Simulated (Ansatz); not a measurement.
CdTe, 2 atoms in the cell. The structure is cubic, space group F-43m (No. 216). The conventional cell has a = 6.410 Å, b = 6.410 Å, c = 6.410 Å, α = 90.00°, β = 90.00°, γ = 90.00°. Te (site symmetry -43m) has 4 Cd at 2.78 Å as nearest neighbours. Cd (site symmetry -43m) has 4 Te at 2.78 Å as nearest neighbours. 

| Quantity | Value |
| --- | --- |
| Program | Ansatz 0.2.0 |
| Task | relaxation of cell and atoms |
| Functional | PBEsol0 |
| Potentials or basis | Ansatz PAW |
| Cutoff | 420 eV (not typed: the program's choice for these potentials) |
| k mesh | 4 × 4 × 4 |
| Occupations | fermi-dirac, width 0.05 eV |
| Spin | no spin polarisation |

Potentials or basis: Ansatz PAW.

Run with:

```bash
$ ansatz run input.yaml --threads 2 --pin off --max-ram 5632MiB --backend cpu --events-out ev --progress --plain --runs-dir out
```

Hardware: 2 threads of Intel(R) Xeon(R) Processor @ 2.70GHz, on a shared host.

Question: Estimate the wall time of this run.

Answer: It took 76 s on 2 threads of Intel(R) Xeon(R) Processor @ 2.70GHz (shared host), peak memory 0.94 GiB. Counts: scf iterations 73, plane waves 1363, k points 8, bands 22, ion steps 5.
